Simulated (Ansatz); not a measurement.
# NiO (Fm-3m) in Ansatz: a series of runs, part 2 of 2

Ansatz 0.2.0.

### 4 Relaxation of cell and atoms, PBEsol, collinear spin, ferromagnetic start

input.yaml reads:

```yaml
crystal:
  lattice:
    - [0.0, 2.0859016414, 2.0859016414]
    - [2.0859016414, 0.0, 2.0859016414]
    - [2.0859016414, 2.0859016414, 0.0]
  atoms:
    - { symbol: Ni, position: [0.0, 0.0, 0.0], spin: 1.0 }
    - { symbol: O, position: [0.5, 0.5, 0.5] }
hamiltonian:
  xc: pbesol
  pseudopotentials: { kind: paw }
magnetization:
  spin_polarized: true
kpoints:
  mp_grid: { grid: [11, 11, 11] }
scf:
  occupations: { method: fermi_dirac, width: 0.05 }
output:
  forces: true
  stress: true
  eigenvalues: true
relax:
  f_tol: 0.01
  max_steps: 40
  cell: { stress_tol: 0.05 }
```

Potentials or basis: Ansatz PAW.

On the command line:

```bash
$ ansatz run input.yaml --threads 2 --pin off --max-ram 5632MiB --backend cpu --events-out ev --progress --plain --runs-dir out
```

The log of the run:

```text
Warning: RAYON_NUM_THREADS=2 ignored (pool sized by the plan → 2); use --threads N
Engine: ansatz 0.2.0, aarch64-unknown-linux-gnu
Pseudopotentials: kind: paw
Pseudopotential: Ni, paw, valence charge 18, recommended cutoff 420 eV (normal), Ni.paw.azcp
Pseudopotential: O, paw, valence charge 6, recommended cutoff 420 eV (normal), O.paw.azcp
Functional definition: PBEsol
  exchange = pbesol_x
  correlation = pbesol_c
Crystal: 2 atoms, lattice volume = 18.151 Å³
Basis set: ecut = 420 eV, 339 PW (Γ), exchange–correlation on 40×40×40 points (8 copies of the dense FFT grid, shifted against one another)
Bands: 17, of which v1, the nominal top of the filled ones, is band 12 counted from 1 (11 counted from 0)
Symmetry: 48 space group operations
Space group: Fm-3m (ITA 225), of the structure as read, at distance tolerance 2.6e-5 Å
Magnetic group: BNS 225.116 (UNI 1618), of the structure as read, at distance tolerance 2.6e-5 Å
k-points: 56 of 1331
Non-local potential: Ni, projectors of the file, l = 0: 3, l = 1: 2, l = 2: 3, l = 3: 1
Non-local potential: O, projectors of the file, l = 0: 2, l = 1: 2, l = 2: 1
PAW form: soft (Blöchl's): semilocal exchange-correlation on the pseudo side does not see the compensation charge
PAW frozen core: Ni, regenerated for the run's functional, and the local potential with it (the file was generated under x = pbe(κ = 0.804, μ = 0.2195149727645171), c = pbe(β = 0.06672455060314922))
PAW frozen core: O, regenerated for the run's functional, and the local potential with it (the file was generated under x = pbe(κ = 0.804, μ = 0.2195149727645171), c = pbe(β = 0.06672455060314922))
PAW one-centre angular grid: Ni, 590 points (default); XC on 64 Gauss nodes
[... 124 lines left out ...]
  E_nonlocal   = 694.228722
  E_hartree    = 1618.438402
  E_xc         = -155.148756
  E_vxc        = -200.009114  (∫ρ·V_xc dr)
  E_paw        = -1751.740723  (= ΣΔE_a)
  E_vpaw       = -566.535523  (= ΣTr[D̂ρ^β])
  E_aug_tail   = 0.002946  (compensation charges beyond the density's cutoff)
  E_ewald      = -3297.789860
  E_core_change = 0.232577  (= ΣΔE_core)
  E_smearing   = -0.012833  (= −TS)
  E_closure    = 0.000000  (closes the sum)
  Σ components = -6364.286031   (vs F -6364.286031, Δ=0.00e0)
--- Forces (eV/Å), atoms counted from 1 ---
  atom   1  Ni    -0.00000000     0.00000000     0.00000000
  atom   2  O      0.00000000    -0.00000000     0.00000000
  max |Σ_I F_I| component: 4.58e-29 eV/Å
--- Stress (GPa, compression-positive) ---
       -0.004297       0.000000      -0.000000
        0.000000      -0.004297       0.000000
       -0.000000       0.000000      -0.004297
  P = ⅓ Tr σ = -0.0043 GPa (-0.043 kbar)
--- Band table (eV; the first three rows and the last of 112) ---
  k-point 0 ↑: bands = ["-88.4899", "-49.0225", "-49.0225", "-49.0225", "-5.6680", "11.8620", "11.8620", "11.8620", "12.4756", "12.4756", "12.6984", "12.6984", "12.6984", "16.8287", "32.8232", "34.2236", "34.2236"]
  k-point 1 ↑: bands = ["-88.4896", "-49.0256", "-49.0229", "-49.0229", "-5.5653", "11.0711", "11.2136", "11.2136", "12.7295", "12.7295", "12.9430", "13.1932", "13.1932", "17.4030", "31.1452", "33.9583", "33.9583"]
  k-point 2 ↑: bands = ["-88.4889", "-49.0338", "-49.0240", "-49.0240", "-5.2771", "9.6777", "10.4282", "10.4282", "12.9075", "12.9075", "13.2000", "14.0771", "14.0771", "18.6150", "28.9054", "32.8601", "32.8601"]
  k-point 55 ↓: bands = ["-87.1620", "-47.7593", "-47.7573", "-47.7461", "-3.6232", "8.7173", "8.7724", "9.6147", "14.0167", "14.2583", "14.6135", "15.2148", "15.9610", "24.3128", "25.9373", "26.0925", "29.5383"]
--- Relaxed structure (5 steps of the walk, 5 accepted, 2 SCFs on fresh bases) ---
  F+E_penalty+E_count = -6364.28603065 eV   max|allowed force component| = 2.630e-29 eV/Å   (the final SCF, on the basis selected at the relaxed cell)
  cell:  # Å, volume = 17.4508 Å³
    - [1.2818045258918993e-33, 2.0587092192600998, 2.0587092192600998]
    - [2.0587092192600998, 3.749875366793075e-34, 2.0587092192600998]
    - [2.0587092192600998, 2.0587092192600998, -4.116105220323469e-34]
  atoms:
    - { symbol: Ni, position: [8.415568895425538e-37, -7.2133447675001844e-37, -7.213344767464101e-37] }
    - { symbol: O, position: [0.49999999999999994, 0.49999999999999994, 0.49999999999999994] }
```

Wall time 10 s (2 threads of Arm Neoverse V2, shared host); peak memory 0.31 GiB.

What came out:

```yaml
Free_energy: -6364.2860 eV
Relaxed_volume: 8.73 Å³/atom
Relaxed_cell: a = 2.911 Å, b = 2.911 Å, c = 2.911 Å, α = 60.00°, β = 60.00°, γ = 60.00°
Space_group_after_relaxing_to_0.05_Å: Fm-3m (No. 225)
Energy_gained_by_relaxing: 8.5 meV/atom
Ionic_steps: 7
Pressure_after_relaxing: 0.0 GPa
Band_gap_on_the_k_mesh: none (metal or under the smearing width)
Net_moment: 1.28 μB per cell
Absolute_moment: 1.29 μB per cell
Site_moments: Ni +1.05; O +0.19 μB
```

The path:
```tsv
step	energy change (eV)	largest force (eV/Å)	volume (Å³)
1	0.0000	0.0000	18.15
2	-0.0131	0.0000	17.83
3	-0.0199	0.0000	17.43
4	-0.0198	0.0000	17.47
5	-0.0170	0.0000	17.47
6	-0.0171	0.0000	17.45
7	-0.0170	0.0000	17.45
```

Final structure:
```
Ni O
1.0
     0.00000    2.05871    2.05871
     2.05871    0.00000    2.05871
     2.05871    2.05871    0.00000
Ni O
1 1
Direct
  0.00000 0.00000 0.00000
  0.50000 0.50000 0.50000
```

Caveat: the plane-wave basis is chosen anew once the cell has moved, so the energies of steps on either side of that aren't comparable; the pressure holds a Pulay correction of +0.8 GPa for the finite cutoff; a cell with one magnetic atom can't hold antiferromagnetic order, which such compounds often take; semilocal functionals often make such compounds metallic where correlation or magnetic order opens a gap, which also shifts bond lengths; the PAW data sets come from PBE, with cores solved anew for the run's functional, which leaves a small shift of forces and pressure.

### 5 Relaxation of cell and atoms, RPBE, collinear spin, ferromagnetic start

input.yaml, as its differences from that of step 4:

```diff
@@ -9,3 +9,3 @@
 hamiltonian:
-  xc: pbesol
+  xc: rpbe
   pseudopotentials: { kind: paw }
```

On the command line:

```bash
$ ansatz run input.yaml --threads 2 --pin off --max-ram 5632MiB --backend cpu --events-out ev --progress --plain --runs-dir out
```

It took 11 s on 2 threads of Arm Neoverse V2, shared host; peak memory 0.32 GiB.

It converged, with:

```yaml
Free_energy: -6412.4882 eV
Relaxed_volume: 9.76 Å³/atom
Relaxed_cell: a = 3.022 Å, b = 3.022 Å, c = 3.022 Å, α = 60.00°, β = 60.00°, γ = 60.00°
Space_group_after_relaxing_to_0.05_Å: Fm-3m (No. 225)
Energy_gained_by_relaxing: 26.7 meV/atom
Ionic_steps: 7
Pressure_after_relaxing: 0.0 GPa
Band_gap_on_the_k_mesh: none (metal or under the smearing width)
Net_moment: 1.93 μB per cell
Absolute_moment: 1.95 μB per cell
Site_moments: Ni +1.56; O +0.32 μB
```

The path:
| step | energy change (eV) | largest force (eV/Å) | volume (Å³) |
| --- | --- | --- | --- |
| 1 | 0.0000 | 0.0000 | 18.15 |
| 2 | -0.0335 | 0.0000 | 18.73 |
| 3 | -0.0460 | 0.0000 | 19.41 |
| 4 | -0.0459 | 0.0000 | 19.46 |
| 5 | -0.0532 | 0.0000 | 19.46 |
| 6 | -0.0531 | 0.0000 | 19.52 |
| 7 | -0.0533 | 0.0000 | 19.52 |

Final structure:
```
Ni O
1.0
     0.00000    2.13706    2.13706
     2.13706    0.00000    2.13706
     2.13706    2.13706    0.00000
Ni O
1 1
Direct
  0.00000 0.00000 0.00000
  0.50000 0.50000 0.50000
```

Levels at points of the mesh, in eV from the Fermi level:
Spin up:
| k point | band 11 | band 12 | band 13 | band 14 | band 15 | band 16 |
| --- | --- | --- | --- | --- | --- | --- |
| (0.00, 0.00, 0.00) | -2.60 | -2.60 | -2.60 | 1.18 | 17.63 | 18.36 |
Spin down:
```
           k point  band 9  band 10  band 11  band 12  band 13  band 14
(0.00, 0.00, 0.00)   -1.71    -1.71    -1.71    -0.29    -0.29     1.55
```

Caveat: the plane-wave basis is chosen anew once the cell has moved, so the energies of steps on either side of that aren't comparable; the pressure holds a Pulay correction of +0.6 GPa for the finite cutoff; a cell with one magnetic atom can't hold antiferromagnetic order, which such compounds often take; semilocal functionals often make such compounds metallic where correlation or magnetic order opens a gap, which also shifts bond lengths; the PAW data sets come from PBE, with cores solved anew for the run's functional, which leaves a small shift of forces and pressure. With open d or f shells a metallic result of RPBE can be an artefact of self-interaction; +U or a hybrid may open a gap.

### 6 Overview

| level | gap on the mesh (eV) | pressure (GPa) | moment (μB) | relaxed volume (Å³/atom) |
| --- | --- | --- | --- | --- |
| LDA | none | 0.0 | 0.31 | 8.27 |
| PBE | none | 0.0 | 1.81 | 9.37 |
| PBEsol | none | 0.0 | 1.28 | 8.73 |
| RPBE | none | 0.0 | 1.93 | 9.76 |

Alike in all rows: task relaxation of cell and atoms; potentials or basis Ansatz PAW; spin collinear, ferromagnetic start; cell relaxed; k mesh 11 × 11 × 11; cutoff (eV) 420; smearing fermi-dirac 0.05 eV.

Caveats: the plane-wave basis is chosen anew once the cell has moved, so the energies of steps on either side of that aren't comparable; semilocal functionals often make such compounds metallic where correlation or magnetic order opens a gap, which also shifts bond lengths; the PAW data sets come from PBE, with cores solved anew for the run's functional, which leaves a small shift of forces and pressure (some runs); a cell with one magnetic atom can't hold antiferromagnetic order, which such compounds often take (some runs).

Total energies depend on the potentials used, so only differences within one code and one set of settings carry meaning.
